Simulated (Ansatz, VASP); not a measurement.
# One calculation of SrO, two programs

INCAR

```
  ALGO = Normal
  EDIFF = 1E-6
  ENCUT = 520
  GGA = PS
  ISIF = 2
  ISMEAR = -1
  LASPH = T
  LCHARG = T
  LELF = T
  LREAL = F
  LVHAR = T
  LWAVE = F
  NBANDS = 24
  NELM = 80
  PREC = Accurate
  SIGMA = 0.05
```

Contents of KPOINTS:

```
k-points
0
Gamma
  9 9 5
```

Contents of POSCAR:

```
SrO
1.0
    3.5294398006      0.0000000000      0.0000000000
   -1.7647199003      3.0565845284      0.0000000000
    0.0000000000      0.0000000000      6.1755758504
Sr O
2 2
Direct
    0.6666666667      0.3333333333      0.7500000000
    0.3333333333      0.6666666667      0.2500000000
    0.0000000000      0.0000000000      0.5000000000
    0.0000000000      0.0000000000      0.0000000000
```

input.yaml

```yaml
crystal:
  lattice:
    - [3.5294398006, 0.0, 0.0]
    - [-1.7647199003, 3.0565845284, 0.0]
    - [0.0, 0.0, 6.1755758504]
  atoms:
    - { symbol: Sr, position: [0.6666666667, 0.3333333333, 0.75] }
    - { symbol: Sr, position: [0.3333333333, 0.6666666667, 0.25] }
    - { symbol: O, position: [0.0, 0.0, 0.5] }
    - { symbol: O, position: [0.0, 0.0, 0.0] }
kpoints:
  mp_grid: { grid: [9, 9, 5] }
scf:
  occupations: { method: fermi_dirac, width: 0.05 }
hamiltonian:
  xc: pbesol
  pseudopotentials: { kind: all_electron, lapw: { basis_error: 0.002 } }
output:
  forces: true
  stress: true
  eigenvalues: true
```

Change from the starting cell: volume scaled by 0.98.

Alike in both runs: task single point; functional PBEsol; k mesh 9 × 9 × 5; occupations fermi-dirac, width 0.05 eV; no spin polarisation.

|  | VASP | Ansatz |
| --- | --- | --- |
| version | VASP 6.6.1 | Ansatz 0.2.0 |
| potentials or method | VASP PAW PBE potentials, release 64 (Sr_sv, O) | all-electron LAPW, scalar-relativistic |
| plane-wave cutoff (eV) | 520 | see its input |

Ansatz gave:

| Property | Result |
| --- | --- |
| gap on the k mesh at the Fermi level (eV) | 3.03 |
| least direct gap on the mesh (eV) | 3.05 |
| pressure (GPa) | -0.7 |
| largest component of the traceless stress (GPa) | 0.21 |

Problem. What did VASP give for the same quantities?

Solution. gap on the k mesh at the Fermi level (eV): 2.99; least direct gap on the mesh (eV): 3.04; pressure (GPa): -0.1; largest component of the traceless stress (GPa): 0.21.

Ansatz ran all-electron here, so the differences hold the error of VASP's frozen core and of both bases.

Caveats: an odd mesh through Γ misses points on the zone boundary, where band edges often lie; the PAW data sets were made with another functional, which shifts forces and pressure a little (VASP).
